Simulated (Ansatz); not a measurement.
Cu3Au (Auricupride):

```xyz
4
Lattice="3.7400 0.0000 0.0000 0.0000 3.7400 0.0000 0.0000 0.0000 3.7400" Properties=species:S:1:pos:R:3 pbc="T T T"
Au    0.0000    0.0000    0.0000
Cu    1.8700    1.8700    0.0000
Cu    1.8700    0.0000    1.8700
Cu    0.0000    1.8700    1.8700
```

| Item | Value |
| --- | --- |
| Program | Ansatz 0.2.0 |
| Task | relaxation of cell and atoms |
| Functional | PBEsol |
| Dispersion | D4 |
| Potentials or basis | Ansatz PAW |
| Cutoff | 420 eV (not typed: the program's choice for these potentials) |
| k mesh | 7 × 7 × 7 |
| Occupations | fermi-dirac, width 0.05 eV |
| Spin | no spin polarisation |

At the start: volume 13.08 Å³/atom.

Task: How do energy, volume and symmetry change on relaxing?

Result: It ends after 5 steps and the volume is 12.52 Å³/atom (-4.3 %); space group Pm-3m (No. 221, to 0.05 Å).

Step by step:
| step | energy change (eV) | largest force (eV/Å) | volume (Å³) |
| --- | --- | --- | --- |
| 1 | 0.0000 | 0.0000 | 52.31 |
| 2 | -0.0531 | 0.0000 | 50.28 |
| 3 | -0.0537 | 0.0000 | 50.05 |
| 4 | -0.0537 | 0.0000 | 50.07 |
| 5 | -0.0522 | 0.0000 | 50.07 |

Final structure:
```yaml
crystal:
  lattice:
    - [3.68568, 0.00000, 0.00000]
    - [0.00000, 3.68568, 0.00000]
    - [0.00000, 0.00000, 3.68568]
  atoms:
    - { symbol: Au, position: [0.00000, 0.00000, 0.00000] }
    - { symbol: Cu, position: [0.50000, 0.50000, 0.00000] }
    - { symbol: Cu, position: [0.50000, 0.00000, 0.50000] }
    - { symbol: Cu, position: [0.00000, 0.50000, 0.50000] }
```

Caveat: the plane-wave basis is chosen anew once the cell has moved, so the energies of steps on either side of that aren't comparable; pairwise dispersion overbinds metals, which lowers pressure and volume; the PAW data sets come from PBE, with cores solved anew for the run's functional, which leaves a small shift of forces and pressure.
